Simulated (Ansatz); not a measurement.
Crystal: Si2Mo.

```
Mo Si
1.0
    -1.60000    1.60000    3.93050
     1.60000   -1.60000    3.93050
     1.60000    1.60000   -3.93050
Mo Si
1 2
Cartesian
  0.0000 0.0000 0.0000
  0.0000 0.0000 5.2433
  0.0000 0.0000 2.6177
```

```yaml
Program: Ansatz 0.2.0
Task: relaxation of cell and atoms
Functional: r2SCAN
Dispersion: D4
Potentials_or_basis: Ansatz PAW
Cutoff: "500 eV (not typed: the program's choice for these potentials)"
k_mesh: 12 × 12 × 12
Occupations: fermi-dirac, width 0.05 eV
Spin: no spin polarisation
```

At the start: volume 13.42 Å³/atom.

Problem. Where does the relaxation end?

Solution. It ends after 5 steps and the volume is 13.24 Å³/atom (-1.3 %); space group I4/mmm (No. 139, to 0.05 Å).

The path:
```tsv
step	energy change (eV)	largest force (eV/Å)	volume (Å³)
1	0.0000	0.3583	40.25
2	-0.0123	0.0153	39.50
3	-0.0133	0.0175	39.70
4	-0.0133	0.0023	39.71
5	-0.0132	0.0023	39.71
```

Final structure:
```cif
data_structure
_symmetry_space_group_name_H-M 'P 1'
_symmetry_Int_Tables_number 1
_cell_length_a 4.5053
_cell_length_b 4.5053
_cell_length_c 4.5053
_cell_angle_alpha 138.515
_cell_angle_beta 138.515
_cell_angle_gamma 60.116
_cell_volume 39.71
loop_
_atom_site_label
_atom_site_type_symbol
_atom_site_fract_x
_atom_site_fract_y
_atom_site_fract_z
_atom_site_occupancy
Mo1 Mo 0.00000 0.00000 0.00000 1
Si1 Si 0.66483 0.66483 0.00000 1
Si2 Si 0.33517 0.33517 0.00000 1
```

Caveat: the plane-wave basis is chosen anew once the cell has moved, so the energies of steps on either side of that aren't comparable; pairwise dispersion overbinds metals, which lowers pressure and volume; the PAW data sets come from PBE, with cores solved anew for the run's functional, which leaves a small shift of forces and pressure.
